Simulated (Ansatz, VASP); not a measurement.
# Ru: VASP beside Ansatz

INCAR

```
ALGO     = Normal         # electronic algorithm
EDIFF    = 1E-6           # SCF threshold, eV
ENCUT    = 520            # plane-wave cutoff, eV
GGA      = PE             # functional
ISIF     = 2              # what is computed and relaxed
ISMEAR   = 0              # smearing method
LASPH    = T              # aspherical terms in the spheres
LCHARG   = F              # write CHGCAR
LREAL    = F              # projectors in reciprocal space
LWAVE    = F              # write WAVECAR
NBANDS   = 21             # bands
NELM     = 80             # most SCF steps
PREC     = Accurate       # precision mode
SIGMA    = 0.1            # smearing width, eV
```

File KPOINTS:

```
k-points
0
Gamma
  10 10 6
```

The input POSCAR:

```
Ru
1.0
    2.7239986100      0.0000000000      0.0000000000
   -1.3619993100      2.3590520000      0.0000000000
    0.0000000000      0.0000000000      4.3320000000
Ru
2
Direct
    0.3333333300      0.6666666700      0.2500000000
    0.6666666700      0.3333333300      0.7500000000
```

Input for Ansatz:

```yaml
crystal:
  lattice:
    - [2.72399861, 0.0, 0.0]
    - [-1.36199931, 2.359052, 0.0]
    - [0.0, 0.0, 4.332]
  atoms:
    - { symbol: Ru, position: [0.33333333, 0.66666667, 0.25] }
    - { symbol: Ru, position: [0.66666667, 0.33333333, 0.75] }
hamiltonian:
  xc: pbe
  pseudopotentials: { kind: paw }
basis:
  ecutwfc: 420
kpoints:
  mp_grid: { grid: [10, 10, 6] }
scf:
  occupations: { method: gaussian, width: 0.1 }
  lower_state_search: "off"
  algorithm: density_mixing
  max_iter: 70
  mixing: { algorithm: anderson, ndim: 2, beta: 0.8, preconditioner: none }
output:
  forces: true
  stress: true
```

Alike in both runs: task single point; functional PBE; k mesh 10 × 10 × 6; occupations gaussian, width 0.1 eV; no spin polarisation.

|  | VASP | Ansatz |
| --- | --- | --- |
| version | VASP 6.6.1 | Ansatz 0.2.0 |
| potentials or method | VASP PAW PBE potentials, release 64 (Ru_pv) | PAW, plane waves, scalar-relativistic |
| plane-wave cutoff (eV) | 520 | 420 |
| valence electrons in the cell | 28 | 32 |

|  | VASP | Ansatz | Ansatz less VASP |
| --- | --- | --- | --- |
| pressure (GPa) | -3.4 | -3.3 | +0.10 |
| largest component of the traceless stress (GPa) | 4.54 | 4.56 | +0.013 |

With one functional, cell and mesh, what is left measures potentials, basis and numerics. The two sets of potentials don't hold the same shells in valence.
